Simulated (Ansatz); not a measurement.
# TaN: field gradients as cell or settings change, part 2 of 2

Aim: follow the field gradients at the nuclei of TaN through further changes. The cell is an entry of the Crystallography Open Database (COD). Its positions were relaxed in an earlier run. Planned: denser k-mesh and wider smearing, since the run found no gap; ions relaxed at fixed cell; functional r2SCAN at the relaxed positions; a check of method with width.

Ansatz 0.2.0; DFT, PBE, plane-wave PAW, default files, scalar-relativistic, as far as a step names no other.

## Step 3: Ions relaxed at fixed cell

input.yaml

```yaml
crystal:
  lattice:
    - [2.9379988584, 0.0, 0.0]
    - [-1.4689994292, 2.5443816477, 0.0]
    - [0.0, 0.0, 2.883]
  atoms:
    - { symbol: Ta, position: [0.3333333333, 0.6666666667, 0.5], spin: 2.0 }
    - { symbol: "N", position: [0.0, 0.0, 0.0] }
magnetization:
  spin_polarized: true
kpoints:
  mp_grid: { grid: [18, 18, 16] }
scf:
  occupations: { method: fermi_dirac, width: 0.05 }
hamiltonian:
  xc: pbe
  pseudopotentials: { kind: paw }
output:
  forces: true
  stress: true
  populations: true
  efg:
    quadrupole_moments_barn: { Ta: 3.17, "N": 0.02044 }
    contact_densities: true
relax:
  f_tol: 0.02
  max_steps: 60
```

On the command line:

```console
> ansatz run input.yaml --threads 1 --pin off --max-ram 3072MiB --backend cpu --events-out ev --progress --plain --runs-dir out
```

Log:

```text
Warning: output.stress: scf.convergence.dr2_threshold = 1e-7 eV (the SCF's general default) is looser than the 2e-10 eV advised for a printed stress (1e-10 eV for each atom of the cell: 2). What an SCF threshold leaves in a stress goes as its square root, and in the free energy as the threshold itself, and one threshold admits the most on a small cell: of the crystals measured, under no hybrid functional and no lock of the moments, on runs that ended without the residual-converged pass, on stresses that held no estimate of that error, the worst erred by over 100 MPa in a component at 1e-7 eV an atom and by under 5 at 1e-10. Every solve of this run answers to scf.convergence.dr2_threshold, and the tensor of one is reported: a single SCF on the reported geometry and on this run's grids (its basis.xc_grid and basis.ecutrho_ratio typed), with scf.convergence.dr2_threshold at 2e-10 eV or tighter, prints it and tightens no other solve. Else set scf.convergence.dr2_threshold to 2e-10 eV or tighter. The threshold is an SCF's pass mark: one that does not reach it within its budget of iterations ends unconverged, or closes short of it on a stop that the run arms, and scf.convergence.dr2_threshold's page says what that costs each kind of run
Warning: RAYON_NUM_THREADS=1 ignored (pool sized by the plan → 1); use --threads N
Ta: output.efg is read without spin–orbit coupling, which moves field gradients at and beside such atoms by some per cent and up to a factor of two; PAW files take it under magnetization.noncollinear and magnetization.spin_orbit
Engine: ansatz 0.2.0, x86_64-unknown-linux-gnu
Pseudopotentials: kind: paw
Pseudopotential: Ta, paw, valence charge 13, recommended cutoff 420 eV (normal), Ta.paw.azcp
Pseudopotential: N, paw, valence charge 5, recommended cutoff 420 eV (normal), N.paw.azcp
Functional definition: PBE
  parameter kappa = 0.804
  parameter beta = 0.06672455060314922
  exchange = pbe_x(kappa = kappa, mu = beta*pi^2/3)
  correlation = pbe_c(beta = beta)
Crystal: 2 atoms, lattice volume = 21.552 Å³
Basis set: ecut = 420 eV, 405 PW (Γ), exchange–correlation on 40×40×40 points (8 copies of the dense FFT grid, shifted against one another)
Bands: 14, of which v1, the nominal top of the filled ones, is band 9 counted from 1 (8 counted from 0)
Symmetry: 12 space group operations
Space group: P-6m2 (ITA 187), of the structure as read, at distance tolerance 2.8e-5 Å
Magnetic group: BNS 187.209 (UNI 1439), of the structure as read, at distance tolerance 2.8e-5 Å
k-points: 333 of 5184 (time reversal used)
Non-local potential: Ta, projectors of the file, l = 0: 3, l = 1: 2, l = 2: 2, l = 3: 1
Non-local potential: N, projectors of the file, l = 0: 2, l = 1: 2, l = 2: 1
PAW form: soft (Blöchl's): semilocal exchange-correlation on the pseudo side does not see the compensation charge
PAW one-centre angular grid: Ta, 590 points (default); XC on 64 Gauss nodes
PAW one-centre angular grid: N, 110 points (default); XC on 64 Gauss nodes
Initial density: superposition of atomic densities (chi_scale 0.1, normalization cell, long waves kept (reshape's long-wave potential 0.00 eV rms))
Starting moments: Σ|m| = 2 μB on 1 of 2 sites
Initial wavefunctions: pseudopotential atomic-orbital guess
Functional: x = pbe(κ = 0.804, μ = 0.2195149727645171), c = pbe(β = 0.06672455060314922)
iter 1 solved again at ethr=2.40e-3 eV; its pass at ethr=3.10e-3 eV (dr2=4.31e-1 eV) is discarded
SCF iter   1: F=—  HF=-10317.193208 eV  |F-HF|=—  |Δ(HF+E_count)|=         —  Δρ=5.75e-2 (↑5.75e-2 ↓5.44e-2)  dr2=4.33e-1  dr2_m=4.81e-1  M=0.222 μB ∫|m|=0.578 μB  β_m=0.30  ethr=2.40e-3  ⟨swp⟩=1.0  Hψ=61150  notcnv=0
Mixer restart at iter 1: flushing history
preconditioner: auto → none  [metal: Δε(μ)=0.005 eV  Ē_g=12.327 eV  σ=0.050 eV  W_gap=0.03  n_scr=8 (ndim 8)  ℏωp=25.3 eV  f_vac=0.000  D(μ)=0.57/eV (n_scr^D=2)  sad-step TF]
SCF iter   2: F=—  HF=-10317.673091 eV  |F-HF|=—  |Δ(HF+E_count)|=   4.80e-1  Δρ=4.38e-2 (↑4.38e-2 ↓4.03e-2)  dr2=1.89e-1  dr2_m=2.75e-1  M=0.120 μB ∫|m|=0.442 μB  β_m=0.65  ethr=2.40e-3  ⟨swp⟩=2.0  Hψ=11405  notcnv=0
SCF iter   3: F=—  HF=-10318.530228 eV  |F-HF|=—  |Δ(HF+E_count)|=         —  Δρ=1.95e-2 (↑1.95e-2 ↓4.71e-3)  dr2=8.93e-2  dr2_m=2.12e-2  M=0.002 μB ∫|m|=0.061 μB  β_m=0.65  ethr=1.05e-3  ⟨swp⟩=2.6  Hψ=18258  notcnv=0  defer=248
Mixer restart at iter 3: flushing history
SCF iter   4: F=—  HF=-10318.529189 eV  |F-HF|=—  |Δ(HF+E_count)|=   1.04e-3  Δρ=1.04e-2 (↑3.01e-3 ↓1.04e-2)  dr2=2.60e-2  dr2_m=4.61e-3  M=0.001 μB ∫|m|=0.032 μB  β_m=0.57  ethr=4.96e-4  ⟨swp⟩=2.7  Hψ=19281  notcnv=0  defer=562
SCF iter   5: F=—  HF=-10318.524985 eV  |F-HF|=—  |Δ(HF+E_count)|=   4.20e-3  Δρ=3.80e-3 (↑3.80e-3 ↓3.10e-3)  dr2=3.65e-4  dr2_m=2.27e-3  M=0.001 μB ∫|m|=0.023 μB  β_m=0.77  ethr=1.45e-4  ⟨swp⟩=2.3  Hψ=17250  notcnv=0  defer=545
SCF iter   6: F=—  HF=-10318.525338 eV  |F-HF|=—  |Δ(HF+E_count)|=   3.53e-4  Δρ=5.71e-4 (↑5.71e-4 ↓4.10e-4)  dr2=1.03e-5  dr2_m=4.65e-5  M=0.000 μB ∫|m|=0.004 μB  β_m=0.85  ethr=2.03e-6  ⟨swp⟩=2.2  Hψ=16361  notcnv=0  defer=545
SCF iter   7: F=—  HF=-10318.525345 eV  |F-HF|=—  |Δ(HF+E_count)|=   6.57e-6  Δρ=8.03e-5 (↑4.34e-5 ↓8.03e-5)  dr2=1.52e-6  dr2_m=5.31e-7  M=0.000 μB ∫|m|=0.000 μB  β_m=0.82  ethr=5.72e-8  ⟨swp⟩=2.4  Hψ=15730  notcnv=0  defer=545
SCF iter   8: F=—  HF=-10318.525345 eV  |F-HF|=—  |Δ(HF+E_count)|=   3.98e-7  Δρ=1.08e-5 (↑9.99e-6 ↓1.08e-5)  dr2=8.23e-8  dr2_m=4.20e-9  M=-0.000 μB ∫|m|=0.000 μB  β_m=0.89  ethr=8.44e-9  ⟨swp⟩=2.2  Hψ=12811  notcnv=0  defer=545
SCF iter   9: F=—  HF=-10318.525345 eV  |F-HF|=—  |Δ(HF+E_count)|=   4.86e-8  Δρ=1.30e-6 (↑1.30e-6 ↓1.03e-6)  dr2=7.19e-10  dr2_m=1.20e-10  M=-0.000 μB ∫|m|=0.000 μB  β_m=0.95  ethr=4.57e-10  ⟨swp⟩=2.0  Hψ=12663  notcnv=0  defer=545
SCF iter  10: F=-10318.525345 eV  HF=-10318.525345 eV  |F-HF|=4.91e-11  |Δ(HF+E_count)|=   1.64e-9  Δρ=2.48e-7 (↑2.23e-7 ↓2.48e-7)  dr2=5.39e-11  dr2_m=1.55e-12  M=-0.000 μB ∫|m|=0.000 μB  ethr=3.99e-12  ⟨swp⟩=1.0  Hψ=26155  notcnv=0
WARN: the starting moments were not kept: the SCF closed with an absolute magnetisation of 9.1e-7 μB, where they sum to 2 μB in size (1 site). That is at most 0.1 of that sum. Measured as dr2_m measures the in/out step, that magnetisation stands 1.8e-13 eV from none, at or under the dr2_threshold of 1.0e-7 eV: it is no larger than a step whose dr2_m would equal this threshold. The system may hold no moment; this SCF shows only that its start led to no more than that. To try another start: raise the starting moments (crystal.atoms[].spin, magnetization.per_species, magnetization.initial_magnetization, or on a non-collinear deck that types none of these the spinor_matrix: blocks that start its atoms; where the total moment is fixed, keep their sum and leave initial_magnetization as it is; typed ones take the place of any that the run laid by itself, positive ones on a crystal's lanthanoids without a Hubbard term where scf.initial_density.shell_occupations: [] is typed) or, if the notice of its spin-set hold's release reads "site moments contracting" or "site moments show no strong build", lengthen the hold (scf.mixing.spin_hold: { on: { confirm: 4 } }; for m-r²SCAN on two components see the key's manual first). Each may lead to a state that holds a moment. A second SCF, from the converged charge density, with the starting moments and any scf.initial_density.shell_occupations laid on it anew, would have followed, and was not run: the deck does not ask for one (magnetization.retry_lost_moments is false, the default). To let it run, set magnetization.retry_lost_moments: true and run the deck again, where that key's refused combinations let it; where memory then withholds it, that run's warning says so.
SCF 1 converged in 10 iterations: F = -10318.525345 eV  dr2 = 5.39e-11
relax step   1: F+E_penalty+E_count = -10318.52534525 eV  Δ(F+E_penalty+E_count) = +0.000e0 eV  max|allowed force component| = 3.701e-17 eV/Å  Δτ_max = 0.0000 Å  (10 SCF iters, accepted)
NSCF: frozen V_eff on 333 k-points
the band table was solved once a step of the walk had ended and its energy, with any forces and stress, was formed, with the checks that follow a solve (58926 applications of the Hamiltonian). They found nothing against the state; the energy, forces and stress were not computed again (output.eigenvalues in the input reference)
SCF converged after 10 iterations
Magnetization: -0.0000 μB (9.0000 up, 9.0000 down)
Absolute magnetization: 0.0000 μB (∫|ρ↑−ρ↓|, with the PAW one-centre terms)
Spin contamination: 0.0000 ħ² per cell (⟨S²⟩ above its minimum at these occupations)
Per-site moments (μB) at R_I (Å): [(5.187111561350999e-8, 0.918236613984551), (-1.4409873693582362e-7, 0.918236613984551)]
Free energy (F): -10318.525345 eV
Harris-Foulkes:  -10318.525345 eV  (|F-HF|=4.91e-11)
Internal energy: -10318.524871 eV  (E = F + TS)
E sigma→0 (E₀):  -10318.525108 eV
Entropy (-TS):   -0.000474 eV (-0.237 meV/atom)
Fermi energy:    20.234179 eV
--- Per-component energies (eV) ---
  E_band       = -52.009701
  E_kinetic    = 499.832574
  E_local      = -603.131712  (includes V_loc(G=0)·N_el)
  E_nonlocal   = 59.778200
  E_hartree    = 203.437273
  E_xc         = -280.131114
  E_vxc        = -282.611100  (∫ρ·V_xc dr)
  E_paw        = -8524.286718  (= ΣΔE_a)
  E_vpaw       = -132.752354  (= ΣTr[D̂ρ^β])
  E_aug_tail   = 0.000201  (compensation charges beyond the density's cutoff)
  E_ewald      = -1674.023574
  E_smearing   = -0.000474  (= −TS)
  E_closure    = 0.000000  (closes the sum)
  Σ components = -10318.525345   (vs F -10318.525345, Δ=0.00e0)
--- Forces (eV/Å), atoms counted from 1 ---
  atom   1  Ta     0.00000000     0.00000000     0.00000000
  atom   2  N      0.00000000     0.00000000     0.00000000
  max |Σ_I F_I| component: 2.59e-16 eV/Å
--- Stress (GPa, compression-positive) ---
        4.300641       0.000000       0.000000
        0.000000       4.300641       0.000000
        0.000000       0.000000       5.462272
  P = ⅓ Tr σ = 4.6879 GPa (46.879 kbar)
--- PAW observables at the nuclei: V_zz in 10²¹ V/m², potentials from the cell's mean, atoms counted from 1 ---
  atom   1  Ta V_zz =    +5.217345   η = 0.0000   by run symmetry: allowed   C_q = +399.9109 MHz
            electrostatic potential = -14501.132884 V   contact ρ = 8154446.482004 e/Å³   contact ρ_s (e/Å³): all electrons -0.000017, valence -0.000015
  atom   2  N  V_zz =    +0.099294   η = 0.0000   by run symmetry: allowed   C_q = +0.0491 MHz
            electrostatic potential = -529.447876 V   contact ρ = 1414.064344 e/Å³   contact ρ_s (e/Å³): all electrons -0.000001, valence -0.000001
--- Band table (eV; the first three rows and the last of 666) ---
  k-point 0 ↑: bands = ["-48.2012", "-14.5474", "-14.2875", "-14.2875", "2.4822", "15.6723", "15.6723", "16.0416", "17.3050", "22.4412", "23.8201", "23.8201", "24.2612", "24.2612"]
  k-point 1 ↑: bands = ["-48.1993", "-14.5854", "-14.2845", "-14.2845", "2.5631", "15.7047", "15.7047", "15.7097", "17.5828", "22.5882", "23.2216", "23.2216", "24.7172", "24.7172"]
  k-point 2 ↑: bands = ["-48.1938", "-14.6924", "-14.2758", "-14.2758", "2.7972", "15.0017", "15.7977", "15.7977", "18.1788", "22.4229", "22.4229", "22.9856", "25.0843", "25.0843"]
  k-point 332 ↓: bands = ["-48.0670", "-15.1756", "-14.9025", "-14.8341", "4.5029", "12.0279", "13.6827", "16.3362", "19.8727", "24.7038", "25.2893", "26.9571", "27.8007", "29.5950"]
--- Relaxed structure (1 steps of the walk, 1 accepted, 0 SCFs on fresh bases) ---
  F+E_penalty+E_count = -10318.52534525 eV   max|allowed force component| = 3.701e-17 eV/Å
  atoms:
    - { symbol: Ta, position: [0.3333333333333333, 0.6666666666666666, 0.5] }
    - { symbol: N, position: [0.0, -2.7755575615628914e-17, 0.0] }
--- Löwdin populations: 2 sites ---
  site symbol       q [e]    m [muB]
     0     Ta     12.2279     0.0000
     1      N      5.6845    -0.0000
  spilling = 0.004869 (of n_electrons = 18.000000)
```

It took 27 s on 1 thread of Intel Xeon 6975P-C (Granite Rapids), shared host; peak memory 0.6 GiB.

No atom moved: the forces were under the tolerance from the start.

State: no gap over 0.1 eV on the mesh, largest force 0.000 eV/Å, pressure 4.7 GPa.

Beside the values of step 2 (V_zz in 10²¹ V/m²):

```csv
site,atoms,"V_zz, denser mesh","V_zz, PBE relaxed","η, denser mesh","η, PBE relaxed"
Ta,1,5.22,5.22,0.00,0.00
N,2,0.099,0.099,0.00,0.00
```

Site by site (atoms counted from 1):

```tsv
site	atoms	first shell	V_zz (10²¹ V/m²)	η	C_Q (MHz)
Ta	1	6 N at 2.23 Å	5.22	0.00	400 (¹⁸¹Ta)
N	2	6 Ta at 2.23 Å	0.099	0.00	0.049 (¹⁴N)
```

Direction of the V_zz axis (Cartesian unit vector):

```csv
site,atom,x,y,z
Ta,1,0.00,0.00,1.00
N,2,0.00,0.00,1.00
```

The sizes of the gradients above 0.15 moved by less than 0.1 % at any site.

## Step 4: Functional r2SCAN at the relaxed positions

Edit input.yaml of step 3 so:

```diff
@@ -15,3 +15,3 @@
 hamiltonian:
-  xc: pbe
+  xc: r2scan
   pseudopotentials: { kind: paw }
@@ -24,4 +24 @@
     contact_densities: true
-relax:
-  f_tol: 0.02
-  max_steps: 60
```

On the command line:

```console
> ansatz run input.yaml --threads 1 --pin off --max-ram 3072MiB --backend cpu --events-out ev --progress --plain --runs-dir out
```

Log (excerpt; [...] marks lines left out):

```text
Warning: RAYON_NUM_THREADS=1 ignored (pool sized by the plan → 1); use --threads N
Ta: output.efg is read without spin–orbit coupling, which moves field gradients at and beside such atoms by some per cent and up to a factor of two; PAW files take it under magnetization.noncollinear and magnetization.spin_orbit
[...]
[... 1 set-up line as earlier in the session ...]
Pseudopotential: Ta, paw, valence charge 13, recommended cutoff 500 eV (meta_gga), Ta.paw.azcp
Pseudopotential: N, paw, valence charge 5, recommended cutoff 500 eV (meta_gga), N.paw.azcp
Functional definition: r2SCAN
[...]
Crystal: 2 atoms, lattice volume = 21.552 Å³
Basis set: ecut = 500 eV, 551 PW (Γ), exchange–correlation on 96×96×96 points (64 copies of the dense FFT grid, shifted against one another)
Bands: 14, of which v1, the nominal top of the filled ones, is band 9 counted from 1 (8 counted from 0)
[... 2 set-up lines as earlier in the session ...]
[...]
WARN: the starting moments were not kept: the SCF closed with an absolute magnetisation of 1.9e-6 μB, where they sum to 2 μB in size (1 site). That is at most 0.1 of that sum. Measured as dr2_m measures the in/out step, that magnetisation stands 8.6e-13 eV from none, at or under the [...]
--- Stress (GPa, compression-positive) ---
       -0.497209       0.000000       0.000000
        0.000000      -0.497209       0.000000
        0.000000       0.000000       0.275107
  P = ⅓ Tr σ = -0.2398 GPa (-2.398 kbar)
--- PAW observables at the nuclei: V_zz in 10²¹ V/m², potentials from the cell's mean, atoms counted from 1 ---
  atom   1  Ta V_zz =    +4.195882   η = 0.0000   by run symmetry: allowed   C_q = +321.6154 MHz
            electrostatic potential = -14501.072136 V   contact ρ = 8150668.638581 e/Å³   contact ρ_s (e/Å³): all electrons -0.000046, valence -0.000038
  atom   2  N  V_zz =    +0.078094   η = 0.0000   by run symmetry: allowed   C_q = +0.0386 MHz
            electrostatic potential = -529.347692 V   contact ρ = 1410.642990 e/Å³   contact ρ_s (e/Å³): all electrons +0.000001, valence +0.000002
--- Band table (eV; the first three rows and the last of 666) ---
  k-point 0 ↑: bands = ["-50.1995", "-15.8666", "-15.6085", "-15.6085", "1.4277", "15.3817", "15.3817", "15.8231", "17.0500", "22.6669", "23.9451", "23.9451", "24.4582", "24.4582"]
[...]
--- Löwdin populations: 2 sites ---
  site symbol       q [e]    m [muB]
     0     Ta     12.1833    -0.0000
     1      N      5.7264     0.0000
  spilling = 0.005020 (of n_electrons = 18.000000)
```

Wall time 56 s (1 thread of Intel Xeon 6975P-C (Granite Rapids), shared host); peak memory 0.69 GiB.

State: no gap over 0.1 eV on the mesh, largest force 0.000 eV/Å, pressure -0.2 GPa.

Against step 3 (V_zz in 10²¹ V/m²):

```csv
site,atoms,"V_zz, PBE relaxed","V_zz, r2SCAN","η, PBE relaxed","η, r2SCAN"
Ta,1,5.22,4.20,0.00,0.00
N,2,0.099,0.078,0.00,0.00
```

The sizes of the gradients above 0.15 moved by 20 % at Ta (5.22 to 4.20). The cutoff follows the datasets, from 420 to 500 eV.

## Step 5: Settings changed: scf.occupations.method = cold, scf.occupations.width = 0.3

Edit input.yaml of step 4 so:

```diff
@@ -13,5 +13,5 @@
 scf:
-  occupations: { method: fermi_dirac, width: 0.05 }
+  occupations: { method: cold, width: 0.3 }
 hamiltonian:
-  xc: r2scan
+  xc: pbe
   pseudopotentials: { kind: paw }
```

On the command line:

```console
> ansatz run input.yaml --threads 1 --pin off --max-ram 3072MiB --backend cpu --events-out ev --progress --plain --runs-dir out
```

Log (excerpt; [...] marks lines left out):

```text
Warning: RAYON_NUM_THREADS=1 ignored (pool sized by the plan → 1); use --threads N
Ta: output.efg is read without spin–orbit coupling, which moves field gradients at and beside such atoms by some per cent and up to a factor of two; PAW files take it under magnetization.noncollinear and magnetization.spin_orbit
[...]
[... 4 set-up lines as earlier in the session ...]
[...]
Crystal: 2 atoms, lattice volume = 21.552 Å³
Basis set: ecut = 420 eV, 405 PW (Γ), exchange–correlation on 40×40×40 points (8 copies of the dense FFT grid, shifted against one another)
Bands: 14, of which v1, the nominal top of the filled ones, is band 9 counted from 1 (8 counted from 0)
[... 2 set-up lines as earlier in the session ...]
[...]
WARN: the starting moments were not kept: the SCF closed with an absolute magnetisation of 1.0e-6 μB, where they sum to 2 μB in size (1 site). That is at most 0.1 of that sum. Measured as dr2_m measures the in/out step, that magnetisation stands 4.4e-13 eV from none, at or under the [...]
--- Stress (GPa, compression-positive) ---
        4.219585       0.000000       0.000000
        0.000000       4.219585       0.000000
        0.000000       0.000000       5.778783
  P = ⅓ Tr σ = 4.7393 GPa (47.393 kbar)
--- PAW observables at the nuclei: V_zz in 10²¹ V/m², potentials from the cell's mean, atoms counted from 1 ---
  atom   1  Ta V_zz =    +5.609214   η = 0.0000   by run symmetry: allowed   C_q = +429.9477 MHz
            electrostatic potential = -14501.129572 V   contact ρ = 8154446.850443 e/Å³   contact ρ_s (e/Å³): all electrons +0.000002, valence -0.000006
  atom   2  N  V_zz =    +0.078197   η = 0.0000   by run symmetry: allowed   C_q = +0.0386 MHz
            electrostatic potential = -529.445501 V   contact ρ = 1414.067490 e/Å³   contact ρ_s (e/Å³): all electrons -0.000005, valence -0.000005
--- Band table (eV; the first three rows and the last of 666) ---
  k-point 0 ↑: bands = ["-48.2059", "-14.5515", "-14.2918", "-14.2918", "2.4802", "15.6705", "15.6705", "16.0403", "17.3024", "22.4413", "23.8180", "23.8180", "24.2581", "24.2581"]
[...]
--- Löwdin populations: 2 sites ---
  site symbol       q [e]    m [muB]
     0     Ta     12.2269     0.0000
     1      N      5.6850    -0.0000
  spilling = 0.004895 (of n_electrons = 18.000000)
```

Run time: 22 s. Hardware: 1 thread of Intel Xeon 6975P-C (Granite Rapids), shared host; peak memory 0.58 GiB.

At the end: no gap over 0.1 eV on the mesh, largest force 0.000 eV/Å, pressure 4.7 GPa.

What changed since step 3 (V_zz in 10²¹ V/m²):

```csv
site,atoms,"V_zz, PBE relaxed","V_zz, new settings","η, PBE relaxed","η, new settings"
Ta,1,5.22,5.61,0.00,0.00
N,2,0.099,0.078,0.00,0.00
```

The sizes of the gradients above 0.15 moved by 8 % at Ta (5.22 to 5.61). The free energy moved by +1.7 meV/atom. These settings are under the usual standard, and the error shows.

## Step 6: Summary of results

This closing draws on all 2 parts.

| quantity | value |
| --- | --- |
| state (step 3) | no gap over 0.1 eV on the mesh, largest force 0.000 eV/Å, pressure 4.7 GPa |
| V_zz by site, step 3 (10²¹ V/m²) | Ta 5.22, N 0.099 |
| largest C_Q in size, step 3 | 400 MHz, ¹⁸¹Ta at Ta |
| step 2 (denser k-mesh and wider smearing, since the run found no gap) against step 1 | 1.5 % at Ta (5.296 to 5.217) |
| step 3 (ions relaxed at fixed cell) against step 2 | less than 0.1 % at any site |
| step 4 (functional r2SCAN) against step 3 | 20 % at Ta (5.22 to 4.20) |
| step 5 (scf.occupations.method = cold, scf.occupations.width = 0.3) against step 3 | 8 % at Ta (5.22 to 5.61); coarse settings |

In words: The largest gradient sits at Ta (6 N at 2.23 Å). Going from PBE to denser mesh moves the gradients by up to 1.5 %. Relaxation left the atoms where they were, to a few thousandths of an ångström. Going from PBE relaxed to r2SCAN moves the gradients by up to 20 %. The run finds no gap above 0.1 eV, so the gradients can move by 10 % or more with the k-mesh. In separate tests V_zz from these PAW files lay typically within 2 to 3 % of all-electron values, with misses above 10 % on Ta. The start moments die out, and the run ends without spin. The program warns that gradients near heavy atoms lack spin–orbit coupling.
